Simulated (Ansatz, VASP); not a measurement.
Given: the input of a run of Ansatz 0.2.0 on Ag.

The input input.yaml:

```yaml
crystal:
  lattice:
    - [0.0, 2.0696313722, 2.0696313722]
    - [2.0696313722, 0.0, 2.0696313722]
    - [2.0696313722, 2.0696313722, 0.0]
  atoms:
    - { symbol: Ag, position: [0.0, 0.0, 0.0] }
kpoints:
  mp_grid: { grid: [8, 8, 8] }
scf:
  occupations: { method: methfessel_paxton, width: 0.1 }
hamiltonian:
  xc: pbesol
  dispersion: d4
  pseudopotentials: { kind: all_electron, lapw: { basis_error: 0.001 } }
magnetization:
  noncollinear: true
  spin_orbit: true
output:
  forces: true
  stress: true
  eigenvalues: true
```

Potentials or basis: all-electron LAPW, relativistic spinors.

Run with:

```sh
$ ansatz run input.yaml --threads 1 --pin off --max-ram 3072MiB --backend cpu --events-out ev --progress --plain --runs-dir out
```

Task: Translate it to VASP 6.6.1. Potentials there: VASP PAW PBE potentials, release 64 (Ag).

Result: As run (the cutoff follows the program's own potentials):

File INCAR:

```
PREC = Accurate
ENCUT = 520
EDIFF = 1E-6
ISMEAR = 1
SIGMA = 0.1
LREAL = False
LASPH = True
NELM = 150
ALGO = Normal
ISIF = 2
LWAVE = False
LCHARG = True
MAGMOM = 0 0 0
LORBIT = 11
LSORBIT = True
GGA_COMPAT = False
LORBMOM = True
LMAXMIX = 4
GGA = PS
IVDW = 13
LVHAR = True
NBANDS = 22
```

KPOINTS

```
Automatic mesh
0
Gamma
  8 8 8
```

Contents of POSCAR:

```
Ag
1.0
    0.0000000000      2.0696313722      2.0696313722
    2.0696313722      0.0000000000      2.0696313722
    2.0696313722      2.0696313722      0.0000000000
Ag
1
Direct
    0.0000000000      0.0000000000      0.0000000000
```

Potentials or basis: VASP PAW PBE potentials, release 64 (Ag).

Launch:

```bash
$ cat potpaw_PBE.64/Ag/POTCAR > POTCAR
$ mpirun -np 1 vasp_ncl > vasp.out
```

Both were run:

|  | VASP | Ansatz | Ansatz less VASP |
| --- | --- | --- | --- |
| gap on the k mesh at the Fermi level (eV) | none | none | - |
| pressure (GPa) | -8.7 | -8.6 | +0.11 |
| net moment per atom (μB) | 0.00 | 0.00 | 0.000 |
| dispersion energy (meV/atom) | -319.0 | -319.1 | -0.13 |

A gap of «none» marks a metal or a gap that the smearing closes. Ansatz ran all-electron here, so the differences hold the error of VASP's frozen core and of both bases.

Caveats: the PAW data sets were made with another functional, which shifts forces and pressure a little (VASP); the k mesh is thin for a metal, which can move the energy by tens of meV per atom (Ansatz); pairwise dispersion overbinds metals, which lowers pressure and volume (Ansatz).
